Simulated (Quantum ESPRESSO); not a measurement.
# W (Fm-3m) in Quantum ESPRESSO: notebook, part 2 of 2

Quantum ESPRESSO 7.5. The steps go on from the part before.

**3. Phonons, PBEsol**

Contents of pw.in:

```
&CONTROL
  calculation = 'scf'
  prefix = 'pwscf'
  outdir = './tmp'
  pseudo_dir = './pseudo'
  tprnfor = .true.
  tstress = .true.
  disk_io = 'low'
/
&SYSTEM
  ibrav = 0
  A = 2.87085353
  nat = 1
  ntyp = 1
  ecutwfc = 74
  nbnd = 13
  occupations = 'smearing'
  smearing = 'mv'
  degauss = 0.01469973
/
&ELECTRONS
  conv_thr = 2d-10
  electron_maxstep = 120
  mixing_beta = 0.5
/
ATOMIC_SPECIES
W    183.8400 W.upf
CELL_PARAMETERS alat
   0.0000000000    0.7071067816    0.7071067816
   0.7071067816    0.0000000000    0.7071067816
   0.7071067816    0.7071067816    0.0000000000
ATOMIC_POSITIONS alat
W      0.0000000000    0.0000000000    0.0000000000
K_POINTS automatic
11 11 11 0 0 0
```

Contents of scf2.in:

```
&CONTROL
  calculation = 'scf'
  prefix = 'pwscf'
  outdir = './tmp'
  pseudo_dir = './pseudo'
  tprnfor = .true.
  tstress = .true.
  disk_io = 'low'
/
&SYSTEM
  ibrav = 0
  A = 2.87085353
  nat = 1
  ntyp = 1
  ecutwfc = 74
  nbnd = 13
  occupations = 'smearing'
  smearing = 'mv'
  degauss = 0.01469973
/
&ELECTRONS
  conv_thr = 1d-13
  electron_maxstep = 120
  mixing_beta = 0.5
  startingpot = 'file'
  startingwfc = 'file'
/
ATOMIC_SPECIES
W    183.8400 W.upf
CELL_PARAMETERS alat
   0.0000000000    0.7071067816    0.7071067816
   0.7071067816    0.0000000000    0.7071067816
   0.7071067816    0.7071067816    0.0000000000
ATOMIC_POSITIONS alat
W      0.0000000000    0.0000000000    0.0000000000
K_POINTS automatic
11 11 11 0 0 0
```

Contents of ph.in:

```
phonons of W
&INPUTPH
  prefix = 'pwscf'
  outdir = './tmp'
  tr2_ph = 1d-18
  fildyn = 'dyn'
  niter_ph = 90
  alpha_mix(1) = 0.4
/
0.5303300859 0.5303300859 0.0000000000
```

Potentials or basis: PseudoDojo 0.4.1 SR PBEsol standard.

The run is started by

```
OMP_NUM_THREADS=1 pw.x -in pw.in > pw.out
OMP_NUM_THREADS=1 pw.x -in scf2.in > scf2.out
OMP_NUM_THREADS=1 ph.x -in ph.in > ph.out
```

pw.out:

```text
This program is part of the open-source Quantum ESPRESSO suite
     for quantum simulation of materials; please cite
[... 9 lines left out ...]
     --------------------
     sticks:   dense  smooth     PW     G-vecs:    dense   smooth      PW
     Sum         595     595    199                 9721     9721    1759

     Using Slab Decomposition

     bravais-lattice index     =            0
     lattice parameter (alat)  =       5.4251  a.u.
     unit-cell volume          =     112.9054 (a.u.)^3
     number of atoms/cell      =            1
     number of atomic types    =            1
     number of electrons       =        14.00
     number of Kohn-Sham states=           13
     kinetic-energy cutoff     =      74.0000  Ry
     charge density cutoff     =     296.0000  Ry
     scf convergence threshold =      2.0E-10
     mixing beta               =       0.5000
     number of iterations used =            8  plain     mixing
     Exchange-correlation= PBESOL
                           (   1   4  10   8   0   0   0)

     celldm(1)=   5.425127  celldm(2)=   0.000000  celldm(3)=   0.000000
     celldm(4)=   0.000000  celldm(5)=   0.000000  celldm(6)=   0.000000

     crystal axes: (cart. coord. in units of alat)
               a(1) = (   0.000000   0.707107   0.707107 )
               a(2) = (   0.707107   0.000000   0.707107 )
[... 36 lines left out ...]
        k(    4) = (   0.1928473   0.1928473  -0.1928473), wk =   0.0120210
        k(    5) = (   0.2571297   0.2571297  -0.2571297), wk =   0.0120210
        k(    6) = (   0.3214122   0.3214122  -0.3214122), wk =   0.0120210
[... 48 lines left out ...]
        k(   55) = (  -0.0642824  -0.4499770   0.7071068), wk =   0.0360631
        k(   56) = (   0.0000000  -0.3856946   0.6428243), wk =   0.0360631

     Dense  grid:     9721 G-vectors     FFT dimensions: (  30,  30,  30)

     Initial potential from superposition of free atoms

     starting charge      13.9995, renormalised to      14.0000
     Starting wfcs are   10 randomized atomic wfcs +    3 random wfcs

     Self-consistent Calculation

     iteration #  1     ecut=    74.00 Ry     beta= 0.50
     Davidson diagonalization with overlap
     ethr =  1.00E-02,  avg # of iterations =  4.7

     Threshold (ethr) on eigenvalues was too large:
     Diagonalizing with lowered threshold

     Davidson diagonalization with overlap
     ethr =  2.68E-04,  avg # of iterations =  2.3

     total energy              =    -151.62073710 Ry
     estimated scf accuracy    <       0.03863132 Ry
[... 43 lines left out ...]
     iteration #  8     ecut=    74.00 Ry     beta= 0.50
     Davidson diagonalization with overlap
     ethr =  2.18E-12,  avg # of iterations =  2.1

     End of self-consistent calculation

          k = 0.0000 0.0000 0.0000 (  1243 PWs)   bands (ev):

   -53.1163 -16.7607 -16.7607 -16.7607  11.6705  20.0288  20.0288  20.0288
    23.0597  23.0597  33.3588  38.4007  38.4007
[... 273 lines left out ...]
   -52.9878 -17.5014 -17.4435 -17.1415  16.9504  18.1234  19.0307  21.9771
    25.8994  29.4791  31.1137  32.2074  35.8078

     the Fermi energy is    20.5709 ev

!    total energy              =    -151.62483536 Ry
     estimated scf accuracy    <          3.3E-11 Ry
     smearing contrib. (-TS)   =       0.00013323 Ry
     internal energy E=F+TS    =    -151.62496859 Ry

     The total energy is F=E-TS. E is the sum of the following terms:
     one-electron contribution =     -18.46834033 Ry
     hartree contribution      =      16.84102257 Ry
     xc contribution           =     -32.87053585 Ry
     ewald contribution        =    -117.12711499 Ry

     convergence has been achieved in   8 iterations

     Forces acting on atoms (cartesian axes, Ry/au):

     atom    1 type  1   force =     0.00000000    0.00000000    0.00000000

     Total force =     0.000000     Total SCF correction =     0.000000

     Computing stress (Cartesian axis) and pressure

          total   stress  (Ry/bohr**3)                   (kbar)     P=     -124.62
  -0.00084714   0.00000000   0.00000000         -124.62        0.00        0.00
   0.00000000  -0.00084714   0.00000000            0.00     -124.62        0.00
   0.00000000   0.00000000  -0.00084714            0.00        0.00     -124.62

=------------------------------------------------------------------------------=
   JOB DONE.
=------------------------------------------------------------------------------=
```

Wall time 16 min (1 thread of Arm Neoverse V1, shared host); peak memory 0.09 GiB.

What came out:

```yaml
Free_energy: -2062.9610 eV
Pressure_after_relaxing: -12.5 GPa
Band_gap_on_the_k_mesh: none (metal or under the smearing width)
Highest_phonon_frequency_at_the_q_point_run: 175 cm⁻¹
```

Phonon frequencies in cm⁻¹ (negative: imaginary):
```csv
q point,frequencies
"(0.375, 0.375, 0.750)",77 122 175
```

Phonon modes at q = (0.375, 0.375, 0.750) in reciprocal lattice units:
```csv
mode,symmetry,cm⁻¹
1,B_1,77
2,A_1,122
3,B_2,175
```

Caveat: the cell is more than 3 GPa from zero pressure, which shifts response properties; the q point doesn't lie on the k mesh, which can shift a metal's frequencies strongly unless the mesh is converged. Spin-orbit coupling is left out, which matters for the levels of W.

**4. Phonons, PBEsol**

pw.in is that of step 3.

scf2.in is that of step 3.

Edit ph.in of step 3 so:

```diff
@@ -9,2 +9,2 @@
 /
-0.5303300859 0.5303300859 0.0000000000
+0.3535533906 0.3535533906 0.3535533906
```

Potentials or basis: PseudoDojo 0.4.1 SR PBEsol standard.

The run is started by

```
OMP_NUM_THREADS=1 pw.x -in pw.in > pw.out
OMP_NUM_THREADS=1 pw.x -in scf2.in > scf2.out
OMP_NUM_THREADS=1 ph.x -in ph.in > ph.out
```

pw.out:

```text
This program is part of the open-source Quantum ESPRESSO suite
     for quantum simulation of materials; please cite
[... 9 lines left out ...]
     --------------------
     sticks:   dense  smooth     PW     G-vecs:    dense   smooth      PW
     Sum         595     595    199                 9721     9721    1759

     Using Slab Decomposition

     bravais-lattice index     =            0
     lattice parameter (alat)  =       5.4251  a.u.
     unit-cell volume          =     112.9054 (a.u.)^3
     number of atoms/cell      =            1
     number of atomic types    =            1
     number of electrons       =        14.00
     number of Kohn-Sham states=           13
     kinetic-energy cutoff     =      74.0000  Ry
     charge density cutoff     =     296.0000  Ry
     scf convergence threshold =      2.0E-10
     mixing beta               =       0.5000
     number of iterations used =            8  plain     mixing
     Exchange-correlation= PBESOL
                           (   1   4  10   8   0   0   0)

     celldm(1)=   5.425127  celldm(2)=   0.000000  celldm(3)=   0.000000
     celldm(4)=   0.000000  celldm(5)=   0.000000  celldm(6)=   0.000000

     crystal axes: (cart. coord. in units of alat)
               a(1) = (   0.000000   0.707107   0.707107 )
               a(2) = (   0.707107   0.000000   0.707107 )
[... 36 lines left out ...]
        k(    4) = (   0.1928473   0.1928473  -0.1928473), wk =   0.0120210
        k(    5) = (   0.2571297   0.2571297  -0.2571297), wk =   0.0120210
        k(    6) = (   0.3214122   0.3214122  -0.3214122), wk =   0.0120210
[... 48 lines left out ...]
        k(   55) = (  -0.0642824  -0.4499770   0.7071068), wk =   0.0360631
        k(   56) = (   0.0000000  -0.3856946   0.6428243), wk =   0.0360631

     Dense  grid:     9721 G-vectors     FFT dimensions: (  30,  30,  30)

     Initial potential from superposition of free atoms

     starting charge      13.9995, renormalised to      14.0000
     Starting wfcs are   10 randomized atomic wfcs +    3 random wfcs

     Self-consistent Calculation

     iteration #  1     ecut=    74.00 Ry     beta= 0.50
     Davidson diagonalization with overlap
     ethr =  1.00E-02,  avg # of iterations =  4.7

     Threshold (ethr) on eigenvalues was too large:
     Diagonalizing with lowered threshold

     Davidson diagonalization with overlap
     ethr =  2.68E-04,  avg # of iterations =  2.3

     total energy              =    -151.62073710 Ry
     estimated scf accuracy    <       0.03863132 Ry
[... 43 lines left out ...]
     iteration #  8     ecut=    74.00 Ry     beta= 0.50
     Davidson diagonalization with overlap
     ethr =  2.18E-12,  avg # of iterations =  2.1

     End of self-consistent calculation

          k = 0.0000 0.0000 0.0000 (  1243 PWs)   bands (ev):

   -53.1163 -16.7607 -16.7607 -16.7607  11.6705  20.0288  20.0288  20.0288
    23.0597  23.0597  33.3588  38.4007  38.4007
[... 273 lines left out ...]
   -52.9878 -17.5014 -17.4435 -17.1415  16.9504  18.1234  19.0307  21.9771
    25.8994  29.4791  31.1137  32.2074  35.8078

     the Fermi energy is    20.5709 ev

!    total energy              =    -151.62483536 Ry
     estimated scf accuracy    <          3.3E-11 Ry
     smearing contrib. (-TS)   =       0.00013323 Ry
     internal energy E=F+TS    =    -151.62496859 Ry

     The total energy is F=E-TS. E is the sum of the following terms:
     one-electron contribution =     -18.46834033 Ry
     hartree contribution      =      16.84102257 Ry
     xc contribution           =     -32.87053585 Ry
     ewald contribution        =    -117.12711499 Ry

     convergence has been achieved in   8 iterations

     Forces acting on atoms (cartesian axes, Ry/au):

     atom    1 type  1   force =     0.00000000    0.00000000    0.00000000

     Total force =     0.000000     Total SCF correction =     0.000000

     Computing stress (Cartesian axis) and pressure

          total   stress  (Ry/bohr**3)                   (kbar)     P=     -124.62
  -0.00084714   0.00000000   0.00000000         -124.62        0.00        0.00
   0.00000000  -0.00084714   0.00000000            0.00     -124.62        0.00
   0.00000000   0.00000000  -0.00084714            0.00        0.00     -124.62

=------------------------------------------------------------------------------=
   JOB DONE.
=------------------------------------------------------------------------------=
```

Run time: 4.9 min. Hardware: 1 thread of Arm Neoverse V1, shared host; peak memory 0.09 GiB.

Results:

```yaml
Free_energy: -2062.9610 eV
Pressure_after_relaxing: -12.5 GPa
Band_gap_on_the_k_mesh: none (metal or under the smearing width)
Highest_phonon_frequency_at_the_q_point_run: 215 cm⁻¹
```

Levels at points of the mesh, in eV from the Fermi level:
```
           k point  band 4  band 5  band 6  band 7  band 8  band 9  band 10  band 11
(0.00, 0.00, 0.00)  -37.33   -8.90   -0.54   -0.54   -0.54    2.49     2.49    12.79
```

Phonon frequencies in cm⁻¹ (negative: imaginary):
```csv
q point,frequencies
"(0.500, 0.500, 0.500)",29 29 215
```

Phonon modes at q = (0.500, 0.500, 0.500) in reciprocal lattice units:
| mode | symmetry | cm⁻¹ |
| --- | --- | --- |
| 1 | E_u | 29 |
| 2 | E_u | 29 |
| 3 | A_2u | 215 |

Caveat: the cell is more than 3 GPa from zero pressure, which shifts response properties; the q point doesn't lie on the k mesh, which can shift a metal's frequencies strongly unless the mesh is converged. The run has no spin-orbit coupling, so splittings on W are missing.

**5. Phonons, PBEsol**

pw.in is that of step 4.

scf2.in is that of step 4.

Edit ph.in of step 4 so:

```diff
@@ -9,2 +9,2 @@
 /
-0.3535533906 0.3535533906 0.3535533906
+0.1767766953 0.7071067812 0.1767766953
```

Potentials or basis: PseudoDojo 0.4.1 SR PBEsol standard.

The run is started by

```
OMP_NUM_THREADS=1 pw.x -in pw.in > pw.out
OMP_NUM_THREADS=1 pw.x -in scf2.in > scf2.out
OMP_NUM_THREADS=1 ph.x -in ph.in > ph.out
```

pw.out:

```text
This program is part of the open-source Quantum ESPRESSO suite
     for quantum simulation of materials; please cite
[... 9 lines left out ...]
     --------------------
     sticks:   dense  smooth     PW     G-vecs:    dense   smooth      PW
     Sum         595     595    199                 9721     9721    1759

     Using Slab Decomposition

     bravais-lattice index     =            0
     lattice parameter (alat)  =       5.4251  a.u.
     unit-cell volume          =     112.9054 (a.u.)^3
     number of atoms/cell      =            1
     number of atomic types    =            1
     number of electrons       =        14.00
     number of Kohn-Sham states=           13
     kinetic-energy cutoff     =      74.0000  Ry
     charge density cutoff     =     296.0000  Ry
     scf convergence threshold =      2.0E-10
[... 119 lines left out ...]

     total energy              =    -151.62073710 Ry
     estimated scf accuracy    <       0.03863132 Ry
[... 43 lines left out ...]
     iteration #  8     ecut=    74.00 Ry     beta= 0.50
     Davidson diagonalization with overlap
     ethr =  2.18E-12,  avg # of iterations =  2.1

     End of self-consistent calculation

          k = 0.0000 0.0000 0.0000 (  1243 PWs)   bands (ev):

   -53.1163 -16.7607 -16.7607 -16.7607  11.6705  20.0288  20.0288  20.0288
    23.0597  23.0597  33.3588  38.4007  38.4007
[... 273 lines left out ...]
   -52.9878 -17.5014 -17.4435 -17.1415  16.9504  18.1234  19.0307  21.9771
    25.8994  29.4791  31.1137  32.2074  35.8078

     the Fermi energy is    20.5709 ev

!    total energy              =    -151.62483536 Ry
     estimated scf accuracy    <          3.3E-11 Ry
     smearing contrib. (-TS)   =       0.00013323 Ry
     internal energy E=F+TS    =    -151.62496859 Ry

     The total energy is F=E-TS. E is the sum of the following terms:
     one-electron contribution =     -18.46834033 Ry
     hartree contribution      =      16.84102257 Ry
     xc contribution           =     -32.87053585 Ry
     ewald contribution        =    -117.12711499 Ry

     convergence has been achieved in   8 iterations

     Forces acting on atoms (cartesian axes, Ry/au):

     atom    1 type  1   force =     0.00000000    0.00000000    0.00000000

     Total force =     0.000000     Total SCF correction =     0.000000

     Computing stress (Cartesian axis) and pressure

          total   stress  (Ry/bohr**3)                   (kbar)     P=     -124.62
  -0.00084714   0.00000000   0.00000000         -124.62        0.00        0.00
   0.00000000  -0.00084714   0.00000000            0.00     -124.62        0.00
   0.00000000   0.00000000  -0.00084714            0.00        0.00     -124.62

=------------------------------------------------------------------------------=
   JOB DONE.
=------------------------------------------------------------------------------=
```

scf2.out:

```text
This program is part of the open-source Quantum ESPRESSO suite
     for quantum simulation of materials; please cite
[... 9 lines left out ...]
     --------------------
     sticks:   dense  smooth     PW     G-vecs:    dense   smooth      PW
     Sum         595     595    199                 9721     9721    1759
[... 452 lines left out ...]
  -0.00084735  -0.00000000  -0.00000000         -124.65       -0.00       -0.00
  -0.00000000  -0.00084735  -0.00000000           -0.00     -124.65       -0.00
  -0.00000000  -0.00000000  -0.00084735           -0.00       -0.00     -124.65

=------------------------------------------------------------------------------=
   JOB DONE.
=------------------------------------------------------------------------------=
```

ph.out:

```text
This program is part of the open-source Quantum ESPRESSO suite
     for quantum simulation of materials; please cite
         "P. Giannozzi et al., J. Phys.:Condens. Matter 21 395502 (2009);
         "P. Giannozzi et al., J. Phys.:Condens. Matter 29 465901 (2017);
         "P. Giannozzi et al., J. Chem. Phys. 152 154105 (2020);
     in publications or presentations arising from this work. More details at

     IMPORTANT: XC functional enforced from input :
[... 346 lines left out ...]
     freq (   3-   3) =        174.7  [cm-1]   --> B_2  D_4  S_4

     INITIALIZATION:

     DYNAMICAL MATRIX:

      Additional routines

=------------------------------------------------------------------------------=
   JOB DONE.
=------------------------------------------------------------------------------=
```

It took 16 min on 1 thread of Arm Neoverse V1, shared host; peak memory 0.09 GiB.

What came out:

```yaml
Free_energy: -2062.9610 eV
Pressure_after_relaxing: -12.5 GPa
Band_gap_on_the_k_mesh: none (metal or under the smearing width)
Highest_phonon_frequency_at_the_q_point_run: 175 cm⁻¹
```

Phonon frequencies in cm⁻¹ (negative: imaginary):
```tsv
q point	frequencies
(0.625, 0.250, 0.625)	77 122 175
```

Phonon modes at q = (0.625, 0.250, 0.625) in reciprocal lattice units:
| mode | symmetry | cm⁻¹ |
| --- | --- | --- |
| 1 | B_1 | 77 |
| 2 | A_1 | 122 |
| 3 | B_2 | 175 |

Caveat: the cell is more than 3 GPa from zero pressure, which shifts response properties; the q point doesn't lie on the k mesh, which can shift a metal's frequencies strongly unless the mesh is converged.
